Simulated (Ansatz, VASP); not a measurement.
**One calculation of HfC, two programs**

INCAR

```
SYSTEM = HfC
PREC = Accurate ; ENCUT = 520
EDIFF = 1E-7 ; ISMEAR = -1
SIGMA = 0.05 ; LREAL = .False.
LASPH = .True. ; NELM = 80
ALGO = Normal ; ISIF = 2
LWAVE = .False. ; LCHARG = .False.
GGA = PE ; NBANDS = 22
```

Contents of KPOINTS:

```
regular mesh
0
Gamma
  9 9 5
  0 0 0
```

File POSCAR:

```
HfC
1.0
    3.2976866492      0.0000000000      0.0000000000
   -1.6488433246      2.8558804119      0.0000000000
    0.0000000000      0.0000000000      5.1323984344
Hf C
2 2
Direct
    0.3333333333      0.6666666667      0.2500000000
    0.6666666667      0.3333333333      0.7500000000
    0.0000000000      0.0000000000      0.5000000000
    0.0000000000      0.0000000000      0.0000000000
```

Contents of input.yaml:

```yaml
crystal:
  lattice:
    - [3.2976866492, 0.0, 0.0]
    - [-1.6488433246, 2.8558804119, 0.0]
    - [0.0, 0.0, 5.1323984344]
  atoms:
    - { symbol: Hf, position: [0.3333333333, 0.6666666667, 0.25] }
    - { symbol: Hf, position: [0.6666666667, 0.3333333333, 0.75] }
    - { symbol: C, position: [0.0, 0.0, 0.5] }
    - { symbol: C, position: [0.0, 0.0, 0.0] }
hamiltonian:
  xc: pbe
  pseudopotentials: { kind: paw }
kpoints:
  mp_grid: { grid: [9, 9, 5] }
scf:
  occupations: { method: fermi_dirac, width: 0.05 }
output:
  forces: true
  stress: true
  eigenvalues: true
  write_density: true
  write_potential: true
  elf: true
  volumetric_format: npy
```

Change from the starting cell: volume scaled by 0.96.

Alike in both runs: task single point; functional PBE; k mesh 9 × 9 × 5; occupations fermi-dirac, width 0.05 eV; no spin polarisation.

```csv
,VASP,Ansatz
version,VASP 6.6.1,Ansatz 0.2.0
potentials or method,"VASP PAW PBE potentials, release 64 (Hf_pv, C)",Ansatz PAW
plane-wave cutoff (eV),520,420
valence electrons in the cell,28,60
```

VASP gave:

```
gap on the k mesh at the Fermi level (eV)       : none
pressure (GPa)                                  : 8.9
largest component of the traceless stress (GPa) : 2.39
```

Problem. What did Ansatz give for the same quantities?

Solution. gap on the k mesh at the Fermi level (eV): none; pressure (GPa): 9.5; largest component of the traceless stress (GPa): 2.35.

A gap of «none» marks a metal or a gap that the smearing closes. The two sets of potentials don't hold the same shells in valence.

Spin-orbit coupling is left out, which matters for the levels of Hf.
